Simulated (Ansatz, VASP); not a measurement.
# LiH: VASP beside Ansatz

The input INCAR:

```
PREC     = Accurate       # precision mode
ENCUT    = 520            # plane-wave cutoff, eV
EDIFF    = 1E-7           # SCF threshold, eV
ISMEAR   = 0              # smearing method
SIGMA    = 0.05           # smearing width, eV
LREAL    = False          # projectors in reciprocal space
LASPH    = True           # aspherical terms in the spheres
NELM     = 100            # most SCF steps
ALGO     = Normal         # electronic algorithm
ISIF     = 2              # what is computed and relaxed
LWAVE    = False          # write WAVECAR
LCHARG   = False          # write CHGCAR
GGA      = PS             # functional
NBANDS   = 9              # bands
```

KPOINTS

```
Automatic mesh
0
Gamma
  10 10 10
```

Contents of POSCAR:

```
LiH
1.0
    0.0000000000      2.1138000000      2.1951000000
    2.1138000000      0.0000000000      2.1951000000
    2.1138000000      2.1138000000      0.0000000000
Li H
1 1
Direct
    0.0000000000      0.0000000000      0.0000000000
    0.5000000000      0.5000000000      0.5000000000
```

Input for Ansatz:

```yaml
crystal:
  lattice:
    - [0.0, 2.1138, 2.1951]
    - [2.1138, 0.0, 2.1951]
    - [2.1138, 2.1138, 0.0]
  atoms:
    - { symbol: Li, position: [0.0, 0.0, 0.0] }
    - { symbol: H, position: [0.5, 0.5, 0.5] }
basis:
  ecutwfc: 420
kpoints:
  mp_grid: { grid: [10, 10, 10] }
hamiltonian:
  xc: pbesol
scf:
  occupations: { method: gaussian, width: 0.05 }
output:
  forces: true
  stress: true
  eigenvalues: true
```

Change from the starting cell: strain +0.040 along x and y, +0.080 along z, atoms carried along.

Alike in both runs: task single point; functional PBEsol; k mesh 10 × 10 × 10; occupations gaussian, width 0.05 eV; no spin polarisation.

```csv
,VASP,Ansatz
version,VASP 6.6.1,Ansatz 0.2.0
potentials or method,"VASP PAW PBE potentials, release 64 (Li_sv, H)","scalar-relativistic, plane waves, PAW"
plane-wave cutoff (eV),520,420
valence electrons in the cell,4,4
```

```tsv
	VASP	Ansatz	Ansatz less VASP
gap on the k mesh at the Fermi level (eV)	2.51	2.51	+0.003
least direct gap on the mesh (eV)	2.78	2.78	+0.004
```

 A k mesh can miss the band edges.
